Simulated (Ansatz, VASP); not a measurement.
Two plane-wave programs on ZnO

```
Zn O
1.0
     0.00000    2.29021    1.94668
     2.29021    0.00000    1.94668
     2.29021    2.29021    0.00000
Zn O
1 1
Direct
  0.00000 0.00000 0.00000
  0.50000 0.50000 0.50000
```

Alike in both runs: task single point; functional LDA; k mesh 12 × 12 × 12; occupations gaussian, width 0.05 eV; no spin polarisation.

```csv
,VASP,Ansatz
version,VASP 6.6.1,Ansatz 0.2.0
potentials or method,"VASP PAW LDA potentials, release 64 (Zn, O)","scalar-relativistic, plane waves, PAW"
plane-wave cutoff (eV),520,420
valence electrons in the cell,18,18
```

```csv
,VASP,Ansatz,Ansatz less VASP
gap on the k mesh at the Fermi level (eV),0.63,0.63,-0.002
least direct gap on the mesh (eV),1.98,1.99,+0.007
pressure (GPa),-7.0,-8.3,-1.34
largest component of the traceless stress (GPa),7.81,6.58,-1.229
```

A k mesh can miss the band edges. As with any semilocal functional, this LDA gap is likely too small.
